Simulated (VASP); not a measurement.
Input of a VASP 6.6.1 run:

The input INCAR:

```
SYSTEM = GaP
ALGO     = Normal         ! electronic algorithm
EDIFF    = 1E-7           ! SCF threshold, eV
EDIFFG   = -0.005         ! ionic threshold
ENCUT    = 600            ! plane-wave cutoff, eV
GGA      = PS             ! functional
IBRION   = 2              ! ionic algorithm
ISIF     = 3              ! what is computed and relaxed
ISMEAR   = 0              ! smearing method
LASPH    = .True.         ! aspherical terms in the spheres
LCHARG   = .False.        ! write CHGCAR
LREAL    = .False.        ! projectors in reciprocal space
LWAVE    = .False.        ! write WAVECAR
NELM     = 80             ! most SCF steps
NSW      = 90             ! ionic steps
PREC     = Accurate       ! precision mode
SIGMA    = 0.03           ! smearing width, eV
```

KPOINTS

```
k-points
0
Gamma
  8 8 8
  0 0 0
```

File POSCAR:

```
GaP                                     
1.0
   -0.0000000000      2.7184163015      2.7184163015
    2.7184163015      0.0000000000      2.7184163015
    2.7184163015      2.7184163015     -0.0000000000
  Ga              P             
     1     1
Direct
     0.0000000000000000    0.0000000000000000    0.0000000000000000
     0.2500000000000000    0.2500000000000000    0.2500000000000000
```

Potentials or basis: VASP PAW PBE potentials, release 64 (Ga_d, P).

The run is started by

```sh
$ cat potpaw_PBE.64/Ga_d/POTCAR potpaw_PBE.64/P/POTCAR > POTCAR
$ mpirun -np 1 vasp_std > vasp.out
```

Estimate the band gap on the k mesh.

1.50 eV, indirect (least direct gap 1.81 eV).

Final structure:
```
Ga P
1.0
     0.00000    2.71842    2.71842
     2.71842    0.00000    2.71842
     2.71842    2.71842    0.00000
Ga P
1 1
Direct
  0.00000 0.00000 0.00000
  0.25000 0.25000 0.25000
```

Caveat: the relaxation stopped at its first step, so nothing moved. A k mesh can miss the band edges.
